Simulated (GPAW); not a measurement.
Runs of GPAW 26.7.0 on NiO. It takes space group Fm-3m (No. 225, cubic). The conventional cell has a = 4.172 Å, b = 4.172 Å, c = 4.172 Å, α = 90.00°, β = 90.00°, γ = 90.00°. Ni (site symmetry m-3m) has 6 O at 2.09 Å as nearest neighbours. O (site symmetry m-3m) is surrounded by 6 Ni at 2.09 Å. 

```csv
task,level,potentials or basis,cell,k mesh,cutoff (eV),smearing,maxiter,band path,band points,eigensolver,convergence,other keys,gap on the mesh (eV),pressure (GPa),moment (μB)
band structure,PW91,"PAW data sets generated in the run's folder for this functional, pw",as given,8 × 8 × 8,800,fermi-dirac 0.05 eV,150,"GXWKGLUWLK,UX",60,-,-,-,-,9.5,1.79
band structure,M06-L,"GPAW PAW data sets (gpaw-data 1.2.1), pw",as given,8 × 8 × 8,800,fermi-dirac 0.05 eV,150,"GXWKGLUWLK,UX",60,-,-,-,0.27,7.9,2.00
phonons,PBEsol+D3,"PAW data sets generated in the run's folder for this functional, pw",atoms relaxed,11 × 11 × 11,780,fermi-dirac 0.025 eV,80,-,-,-,density=1e-06 eigenstates=1e-09,"several, not listed",none,-9.2,(b)
band structure,LDA,"PAW data sets generated in the run's folder for this functional, pw",as given,8 × 8 × 8,800,fermi-dirac 0.05 eV,150,"GXWKGLUWLK,UX",60,-,-,-,-,(a),0.71
```

Alike in all rows: spin collinear, ferromagnetic start.

Question: Fill in the values left out.

Answer: (a) -15.6; (b) 0.62.

Caveats: the stock nickel data set gives pressures a few GPa off other programs; a cell with one magnetic atom can't hold antiferromagnetic order, which such compounds often take; semilocal functionals often make such compounds metallic where correlation or magnetic order opens a gap, which also shifts bond lengths (some runs); the PAW data sets were made with another functional, which shifts forces and pressure a little (some runs); the cell is more than 3 GPa from zero pressure, which shifts response properties (some runs); pairwise dispersion overbinds metals, which lowers pressure and volume (some runs); so large a pressure means that the cell lies far from this level's equilibrium, or that cutoff or potentials fall short (some runs).

A gap of «none» marks a metal or a gap under the smearing width.

Runs at the PBE level aren't shown here.
